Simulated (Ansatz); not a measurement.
Pd in Ansatz: the effect of functional

Crystal: Pd.

```
Pd
1.0
     2.72684    0.00000    0.00000
    -1.36342    2.36151    0.00000
     0.00000    0.00000    4.53440
Pd
2
Direct
  0.33333 0.66667 0.25000
  0.66667 0.33333 0.75000
```

This isn't the form of Pd at room conditions, which is fcc.

The cell isn't the ideal one: volume scaled by 0.94.

Alike in all runs:

- Program: Ansatz 0.2.0
- Task: single point
- Potentials or basis: Ansatz PAW
- k mesh: 11 × 11 × 6
- Occupations: fermi-dirac, width 0.05 eV
- Spin: no spin polarisation

Task: One run gave: pressure -5.6 GPa. Which functional did it use?
A. LDA
B. PBEsol
C. r2SCAN

Result: A.

```tsv
functional	cutoff	pressure (GPa)
LDA	420 eV (not typed: the program's choice for these potentials)	-5.6
PBEsol	420 eV (not typed: the program's choice for these potentials)	0.3
r2SCAN	500 eV (not typed: the program's choice for these potentials)	5.3
```

Caveats: the PAW data sets come from PBE, with cores solved anew for the run's functional, which leaves a small shift of forces and pressure.
